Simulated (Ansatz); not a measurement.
# Ge: properties of a relaxed candidate

This session takes a relaxed cell of Ge and sets out to see how the gap depends on the functional.

Method: DFT PBE, scalar-relativistic, plane waves, PAW, unless a step names another level, in Ansatz 0.2.0.

**1. The structure to begin with**

Symmetry: Cmcm, No. 63, orthorhombic system. Conventional cell: a = 6.046 Å, b = 12.604 Å, c = 4.064 Å, α = 90.00°, β = 90.00°, γ = 90.00°. Ge (site symmetry m) is surrounded by 4 Ge at 2.50 to 2.51 Å. Ge (site symmetry m2m) is surrounded by 4 Ge at 2.47 to 2.50 Å.

Structure file:

```xyz
6
Lattice="3.0228 -6.3021 0.0000 3.0228 6.3021 0.0000 0.0000 0.0000 4.0644" Properties=species:S:1:pos:R:3 pbc="T T T"
Ge    1.2488    2.4620    1.0161
Ge    1.2488   -2.4620    3.0483
Ge    4.7968    2.4620    1.0161
Ge    4.7968   -2.4620    3.0483
Ge    3.0228    0.7009    1.0161
Ge    3.0228   -0.7009    3.0483
```

The cell was relaxed beforehand at this level, from a generated guess; it is a trial structure. At a tolerance of 0.05 Å it has space group Cmcm (No. 63); it has 25.81 Å³/atom, an uncorrected energy of +0.08 eV/atom over the standard state and, on its mesh, gap none (metal).

**2. Level of theory: r2SCAN**

The input, input.yaml:

```yaml
crystal:
  lattice:
    - [3.0228118, -6.3021435, 0.0]
    - [3.0228118, 6.3021435, 0.0]
    - [0.0, 0.0, 4.0643547]
  atoms:
    - { symbol: Ge, position: [0.011228, 0.401893, 0.25] }
    - { symbol: Ge, position: [0.401893, 0.011228, 0.75] }
    - { symbol: Ge, position: [0.598107, 0.988772, 0.25] }
    - { symbol: Ge, position: [0.988772, 0.598107, 0.75] }
    - { symbol: Ge, position: [0.444394, 0.555606, 0.25] }
    - { symbol: Ge, position: [0.555606, 0.444394, 0.75] }
basis:
  ecutwfc: 500
kpoints:
  mp_grid: { grid: [8, 8, 10] }
  band_path:
    path:
      - [[0.0, 0.0, 0.0], [-0.5, 0.5, 0.0], [-0.3075156, 0.6924844, 0.0]]
      - [[0.3075156, 0.3075156, 0.0], [0.0, 0.0, 0.0], [0.0, 0.0, 0.5], [0.3075156, 0.3075156, 0.5]]
      - [[-0.3075156, 0.6924844, 0.5], [-0.5, 0.5, 0.5], [-0.5, 0.5, 0.0]]
      - [[0.0, 0.0, 0.0], [0.0, 0.5, 0.0], [0.0, 0.5, 0.5], [0.0, 0.0, 0.5], [-0.5, 0.5, 0.5]]
    npoints: 14
hamiltonian:
  xc: r2scan
scf:
  occupations: { method: gaussian, width: 0.1 }
  n_extra_bands: 15
output:
  forces: true
  stress: true
  eigenvalues: true
  populations: true
  dos: { projected: true, de: 0.02, nscf_kmesh: { grid: [10, 10, 12] } }
  bader: true
  write_density: true
  write_potential: true
  elf: true
  volumetric_format: npy
```

Command:

```sh
$ ansatz run input.yaml --threads 4 --pin off --max-ram 8192MiB --backend cpu --events-out ev --progress --plain --runs-dir out
```

**3. Seeking the band edges over the whole zone (r2SCAN)**

The input, input.yaml:

```yaml
crystal:
  lattice:
    - [3.0228118, -6.3021435, 0.0]
    - [3.0228118, 6.3021435, 0.0]
    - [0.0, 0.0, 4.0643547]
  atoms:
    - { symbol: Ge, position: [0.011228, 0.401893, 0.25] }
    - { symbol: Ge, position: [0.401893, 0.011228, 0.75] }
    - { symbol: Ge, position: [0.598107, 0.988772, 0.25] }
    - { symbol: Ge, position: [0.988772, 0.598107, 0.75] }
    - { symbol: Ge, position: [0.444394, 0.555606, 0.25] }
    - { symbol: Ge, position: [0.555606, 0.444394, 0.75] }
basis:
  ecutwfc: 500
kpoints:
  mp_grid: { grid: [8, 8, 10] }
  band_path: { path: [VBM, CBM], npoints: 2 }
hamiltonian:
  xc: r2scan
scf:
  occupations: { method: gaussian, width: 0.1 }
output:
  forces: false
  stress: false
  eigenvalues: true
checkpoint:
  read: start.run
  write: ck
  compress: false
  write_wavefunctions: false
  write_every: 100000
```

**4. Eigenvalues a small step from each edge (r2SCAN)**

Changes to input.yaml since step 3:

```diff
@@ -16,3 +16,2 @@
   mp_grid: { grid: [8, 8, 10] }
-  band_path: { path: [VBM, CBM], npoints: 2 }
 hamiltonian:
@@ -25,2 +24,35 @@
   eigenvalues: true
+  eigenstates:
+    kpoints:
+      - [0.0, 0.0, 0.0]
+      - [0.009621909, 0.009621909, 0.0]
+      - [-0.009621909, -0.009621909, 0.0]
+      - [-0.020060346, 0.020060346, 0.0]
+      - [0.020060346, -0.020060346, 0.0]
+      - [0.0, 0.0, 0.012937243]
+      - [0.0, 0.0, -0.012937243]
+      - [-0.00738109, 0.020988524, 0.0]
+      - [0.00738109, -0.020988524, 0.0]
+      - [0.006803717, 0.006803717, 0.009148012]
+      - [-0.006803717, -0.006803717, -0.009148012]
+      - [-0.014184807, 0.014184807, 0.009148012]
+      - [0.014184807, -0.014184807, -0.009148012]
+      - [-0.006026634, 0.017137058, 0.007469321]
+      - [0.006026634, -0.017137058, -0.007469321]
+      - [0.0, 0.0, 0.0]
+      - [0.009621909, 0.009621909, 0.0]
+      - [-0.009621909, -0.009621909, 0.0]
+      - [-0.020060346, 0.020060346, 0.0]
+      - [0.020060346, -0.020060346, 0.0]
+      - [0.0, 0.0, 0.012937243]
+      - [0.0, 0.0, -0.012937243]
+      - [-0.00738109, 0.020988524, 0.0]
+      - [0.00738109, -0.020988524, 0.0]
+      - [0.006803717, 0.006803717, 0.009148012]
+      - [-0.006803717, -0.006803717, -0.009148012]
+      - [-0.014184807, 0.014184807, 0.009148012]
+      - [0.014184807, -0.014184807, -0.009148012]
+      - [-0.006026634, 0.017137058, 0.007469321]
+      - [0.006026634, -0.017137058, -0.007469321]
+    e_range: [-1.858276, 1.858276]
 checkpoint:
```

(Steps that only read results are left out.)

**Question.** What will these runs give? Wanted: gap; Bader charges; gap over the zone; valence top, conduction bottom; hole masses; electron masses.

The runs gave:

```
                                              quantity                                         value
                                          gap (r2SCAN)                   0.36 eV, direct on the path
                                Bader charges (r2SCAN)                           Ge -0.01 to +0.03 e
                            gap over the zone (r2SCAN)                               0.36 eV, direct
valence top, conduction bottom (fractional k) (r2SCAN)  (0.000, 0.000, 0.000), (0.000, 0.000, 0.000)
                                  hole masses (r2SCAN)  0.05 to 0.91 m0 along the directions sampled
                              electron masses (r2SCAN)  0.06 to 0.07 m0 along the directions sampled
```

The gap runs from none (metal) with PBE to 0.36 eV with r2SCAN. At this fixed cell r2SCAN gives -2.5 GPa, so it would relax to a smaller volume.

Counted by bands, a gap of 0.05 eV stays open on the mesh in one run that reads as metallic: the smearing reaches across it.
